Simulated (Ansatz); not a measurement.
Te2Pt: frozen-core PAW against all-electron methods

```
Pt Te
1.0
     4.08996    0.00000    0.00000
    -2.04498    3.54201    0.00000
     0.00000    0.00000    5.38270
Pt Te
1 2
Cartesian
  0.0000 0.0000 0.0000
  0.0000 2.3613 1.3618
  2.0450 1.1807 4.0209
```

Atoms are numbered in the order listed.

Conventional cell: a = 4.090 Å, b = 4.090 Å, c = 5.383 Å, α = 90.00°, β = 90.00°, γ = 120.00°. Pt (atom 1) is surrounded by 6 Te at 2.73 Å. Around Te (atom 2) lie 3 Pt at 2.73 Å.

The structure comes from a relaxation in the same program, started in the CdI2 type, and has space group P-3m1. Whether it is a known phase or the ground state wasn't checked.

No spin–orbit coupling, which matters for the heavy atoms here.

Levels of theory: DFT, PBE, PAW with Ansatz's default frozen-core files, scalar-relativistic (Ansatz 0.2.0); DFT, PBE, all-electron LAPW, scalar-relativistic (Ansatz 0.2.0).

For PAW: a Γ-centred 10×10×6 k mesh, Fermi–Dirac smearing of 0.05 eV, cutoff 420 eV, no spin polarisation. LAPW targets a basis error of 1 meV/atom. The Ansatz runs share mesh, smearing and spin set-up. Plane-wave (PAW) pressures include the program's estimate of the Pulay term.

Stress and pressure are positive in compression.

Levels count from the Fermi level.

PAW results:

```tsv
quantity	PAW
pressure (GPa)	-0.01
highest filled level at L (eV)	-0.773
lowest empty level at L (eV)	0.590
highest filled level at A (eV)	-1.028
lowest empty level at A (eV)	2.079
```

**Question.** What does LAPW (all electrons) give for the same quantities?

**Answer.** 
| quantity | LAPW |
| --- | --- |
| pressure (GPa) | 0.00 |
| highest filled level at L (eV) | -0.774 |
| lowest empty level at L (eV) | 0.590 |
| highest filled level at A (eV) | -1.029 |
| lowest empty level at A (eV) | 2.081 |
